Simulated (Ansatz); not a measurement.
## Structure search for NiO

Computed with DFT PBE, scalar-relativistic, plane waves, PAW (Ansatz). Settings: cutoff 420 eV, Γ-centred meshes spaced at most about 0.3 Å⁻¹, and about 0.25 Å⁻¹ or finer for metals (2π included), Gaussian smearing. Spin is collinear in cells that carry moments; the others ran without spin or lost their moments.

Formation energies are uncorrected and refer to the elements' standard structures at the same level (O₂ as a molecule).

Temperature and zero-point effects are left out. Only the structures computed here compete, so a lower one can exist. For metals, differences of a few meV/atom aren't resolved. No dispersion correction is applied, so the spacing and binding between layers, chains or molecules are poorly described (Pmma, P4/mmm at 11.7 Å³/atom, Fmm2), and this can change margins and order among such cells. In such compounds of Ni a zero gap at this level may well be an artefact, since no Hubbard U is applied. A magnetic state wasn't ruled out in cells without spin, among them P4_2/mmc, Pmma. The magnetic state reached may not be the lowest.

Invented guesses and database cells were relaxed alike, and ends that match in structure, energy and magnetic state were merged. ΔE counts from the first row. Coordination counts O atoms around Ni (those within 1.25 times the shortest such distance or 1.15 times the sum of covalent radii). The ends were matched against large subsets of the Crystallography Open Database and the Materials Project, so a missing match doesn't prove that a structure is unreported.

```tsv
#	reached from	type and space group	atoms	Å³/atom	coordination	ΔE (meV/atom)	gap on mesh (eV)	moments	in databases	checks
1	a relaxed cell, shaken at random and relaxed again	P4_2/mmc (No. 131)	4	10.0	Ni 4	0	0.00	none	no match	no imaginary mode at Γ (other wave vectors untested)
2	BeSe type (F-43m)	zinc blende, F-43m (No. 216)	2	11.2	Ni 4	274	0.00	parallel, 1.5 μB	no match	no imaginary mode at Γ (other wave vectors untested)
3	6-connected net, two elements spread over the vertices	C222_1 (No. 20)	4	10.4	Ni 4	326	0.00	none	no match	-
4	a relaxed cell, shaken at random and relaxed again	Pmma (No. 51)	4	12.0	Ni 4	329	0.00	none	no match	-
5	a cell as deposited in COD	rock salt, Fm-3m (No. 225)	2	9.4	Ni 6	340	0.00	parallel, 1.5 μB	COD	-
6	random cell	P4/mmm (No. 123)	2	11.7	Ni 4	404	0.00	none	no match	-
7	random cell	Fmm2 (No. 42)	2	13.4	Ni 3	463	0.00	none	no match	-
8	random cell	P4/mmm (No. 123)	2	13.5	Ni 2	552	0.00	none	no match	-
```

The lowest: Space group P4_2/mmc (No. 131), tetragonal, a = 2.830 Å, c = 5.010 Å. Around Ni lie 4 O at 1.89 Å; O is surrounded by 4 Ni at 1.89 Å. Its energy over the elements is −0.83 eV/atom. It lies below the elements, which doesn't yet make it stable against other compounds or structures. The Crystallography Open Database (COD) lists a cell that the form in Fm-3m (No. 225) matches; that form lies 0.34 eV/atom higher at this level. A margin this large points to a phase of high pressure or temperature, a composition off the formula, a faulty entry, another magnetic order or an error of the functional.

```
Ni O
1.0
     2.83023    0.00000    0.00000
     0.00000    2.83023    0.00000
     0.00000    0.00000    5.00974
Ni O
2 2
Direct
  0.00000 0.50000 0.50000
  0.50000 0.00000 0.00000
  0.00000 0.00000 0.25000
  0.00000 0.00000 0.75000
```

The second: Space group F-43m (No. 216), cubic, a = 4.481 Å. Around Ni lie 4 O at 1.94 Å; around O lie 4 Ni at 1.94 Å. Counting O atoms around Ni, the first and the second both have Ni 4. Shaken at random and relaxed again, row 6 falls into row 4, 76 meV/atom lower, so it is a saddle point or a shallow minimum. Shaken at random and relaxed again, row 7 falls into row 1, 0.46 eV/atom lower, so it is a saddle point or a shallow minimum. Cells without such a test can be saddle points. Some structure types and database cells were kept out of the candidates from the start, so a known form may be missing.

The search places a cooperite-like network of planar NiO₄ units lowest, whereas NiO is known to crystallise in the rock-salt structure as an antiferromagnetic insulator. The computed order is therefore not a credible prediction of the ground state. Planar coordination suits a low-spin d⁸ ion, because it pushes one d orbital, strongly σ-antibonding towards oxygen, far above the rest and leaves it empty. The monoxides of palladium and platinum adopt this network, helped by their extended d shells and large ligand-field splitting. In Ni²⁺ the compact 3d shell favours Hund's exchange instead, and with it high-spin ions in octahedra.

The two-atom rock-salt cell admits only parallel moments, so it misses the antiferromagnetic superexchange through linear Ni–O–Ni bridges. This omission, together with too weak a localisation of the 3d electrons by the functional, probably penalises rock salt. The same bias may affect its placing above zinc blende, so that order gives no sound evidence of a preference for tetrahedral Ni.
